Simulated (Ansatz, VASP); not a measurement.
**Be4S in VASP and in Ansatz**

File INCAR:

```
ALGO = Normal
EDIFF = 1E-7
ENCUT = 520
GGA = PE
ISIF = 2
ISMEAR = 0
LASPH = True
LCHARG = True
LELF = True
LREAL = False
LVHAR = True
LWAVE = False
NBANDS = 15
NELM = 100
PREC = Accurate
SIGMA = 0.1
```

File KPOINTS:

```
k-points
0
Gamma
  4 4 4
```

File POSCAR:

```
Be4S
1.0
    3.8575276800      0.0000000000      0.0000000000
    0.0000000000      3.8575276800      0.0000000000
    0.0000000000      0.0000000000      3.8575276800
Be S
4 1
Direct
    0.2500000000      0.2500000000      0.2500000000
    0.7500000000      0.7500000000      0.2500000000
    0.2500000000      0.7500000000      0.7500000000
    0.7500000000      0.2500000000      0.7500000000
    0.0000000000      0.0000000000      0.0000000000
```

Input for Ansatz:

```yaml
crystal:
  lattice:
    - [3.85752768, 0.0, 0.0]
    - [0.0, 3.85752768, 0.0]
    - [0.0, 0.0, 3.85752768]
  atoms:
    - { symbol: Be, position: [0.25, 0.25, 0.25] }
    - { symbol: Be, position: [0.75, 0.75, 0.25] }
    - { symbol: Be, position: [0.25, 0.75, 0.75] }
    - { symbol: Be, position: [0.75, 0.25, 0.75] }
    - { symbol: S, position: [0.0, 0.0, 0.0] }
basis:
  ecutwfc: 420
kpoints:
  mp_grid: { grid: [4, 4, 4] }
hamiltonian:
  xc: pbe
scf:
  occupations: { method: gaussian, width: 0.1 }
  lower_state_search: "off"
output:
  forces: true
  stress: true
  eigenvalues: true
```

Change from the starting cell: species swapped into the SnI4 type (P-43m, No. 215).

Alike in both runs: task single point; functional PBE; k mesh 4 × 4 × 4; occupations gaussian, width 0.1 eV; no spin polarisation.

|  | VASP | Ansatz |
| --- | --- | --- |
| version | VASP 6.6.1 | Ansatz 0.2.0 |
| potentials or method | VASP PAW PBE potentials, release 64 (Be, S) | scalar-relativistic, plane waves, PAW |
| plane-wave cutoff (eV) | 520 | 420 |
| valence electrons in the cell | 14 | 14 |

|  | VASP | Ansatz | Ansatz less VASP |
| --- | --- | --- | --- |
| gap on the k mesh at the Fermi level (eV) | none | none | - |
| rms of the force components (eV/Å) | 4.530 | 4.519 | -0.0108 |

A gap of «none» marks a metal or a gap that the smearing closes. The functional is the same, so the differences come from potentials, cutoffs and numerics.

Caveats: the k mesh is coarse (spacing up to 0.41 Å⁻¹), so the values aren't converged.
